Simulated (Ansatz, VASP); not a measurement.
## Be: VASP beside Ansatz

File INCAR:

```
SYSTEM = Be
  PREC = Accurate
  ENCUT = 520
  EDIFF = 1E-7
  ISMEAR = 0
  SIGMA = 0.01
  LREAL = .FALSE.
  LASPH = .TRUE.
  NELM = 100
  ALGO = Normal
  ISIF = 2
  LWAVE = .FALSE.
  LCHARG = .FALSE.
  GGA = CA
  NBANDS = 9
```

File KPOINTS:

```
Automatic mesh
0
G
  16 16 9
  0 0 0
```

The input POSCAR:

```
Be
1.0
    2.2295160349      0.0000000000      0.0000000000
   -1.1147580175      1.9308175243      0.0000000000
    0.0000000000      0.0000000000      3.5083258361
Be
2
Direct
    0.3333333333      0.6666666667      0.2500000000
    0.6666666667      0.3333333333      0.7500000000
```

Input for Ansatz:

```yaml
crystal:
  lattice:
    - [2.2295160349, 0.0, 0.0]
    - [-1.1147580175, 1.9308175243, 0.0]
    - [0.0, 0.0, 3.5083258361]
  atoms:
    - { symbol: Be, position: [0.3333333333, 0.6666666667, 0.25] }
    - { symbol: Be, position: [0.6666666667, 0.3333333333, 0.75] }
hamiltonian:
  xc: lda
  pseudopotentials:
    kind: paw
    azcp:
      Be: "pseudopotentials/Be.paw.azcp"
basis:
  ecutwfc: 420
  fft_grid_basis: typed
kpoints:
  mp_grid: { grid: [16, 16, 9], shift: [0, 0, 0] }
magnetization:
  spin_polarized: false
scf:
  occupations: { method: gaussian, width: 0.01 }
  lower_state_search: "off"
output:
  stress: true
```

Alike in both runs: task single point; functional LDA; k mesh 16 × 16 × 9; occupations gaussian, width 0.01 eV; no spin polarisation.

```csv
,VASP,Ansatz
version,VASP 6.6.1,Ansatz 0.2.0
potentials or method,"VASP PAW LDA potentials, release 64 (Be)","plane waves (420 eV) with PAW, scalar-relativistic"
plane-wave cutoff (eV),520,420
valence electrons in the cell,4,4
```

```csv
,VASP,Ansatz,Ansatz less VASP
pressure (GPa),0.4,0.0,-0.45
largest component of the traceless stress (GPa),0.27,0.28,+0.004
```

Ansatz warned: «pseudo_functional_mismatch».
